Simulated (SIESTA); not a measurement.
Cu under changes of volume

One of the cells (11.810 Å³/atom); the others are scaled copies at fixed shape and fractional positions:

```
Cu
1.0
     0.00000    1.80750    1.80750
     1.80750    0.00000    1.80750
     1.80750    1.80750    0.00000
Cu
1
Direct
  0.00000 0.00000 0.00000
```

- Program: SIESTA 5.4.2
- Functional: LDA
- Potentials or basis: PseudoDojo 0.4 standard (LDA files)
- Basis: DZP (energy shift 0.003 Ry; two zetas on semicore shells)
- Grid cutoff: 800 Ry
- Energy shift: 0.003 Ry
- k mesh: 13 × 13 × 13
- Occupations: fermi-dirac, width 0.05 eV
- Spin: no spin polarisation

```csv
volume (Å³/atom),energy over the lowest point (meV/atom),pressure (GPa)
11.102,0.00,-4.3
11.338,?,?
11.574,22.83,-10.9
11.810,40.68,-13.4
12.047,62.28,-15.8
12.283,87.06,-17.9
12.519,114.84,-19.6
```

**Question.** What does the run at 11.338 Å³/atom give?

**Answer.** Energy over the lowest point 8.89 meV/atom; pressure -7.8 GPa.

Worked out: A Birch-Murnaghan fit of order 3 (a polynomial in V^(-2/3)) to the other rows has its minimum at 10.82 Å³/atom, just outside them, with B0 = V·E''(V) = 182 GPa and B' = 4.1. It gives 9.13 meV/atom at 11.338 Å³/atom, against the run's 8.89, and -dE/dV = -7.8 GPa, against -7.8.

Energies are extrapolated to zero smearing.

Caveats: short orbitals over semicore shells can move pressures by several GPa; the basis of atomic orbitals isn't converged, which shifts pressures, moduli and gaps.
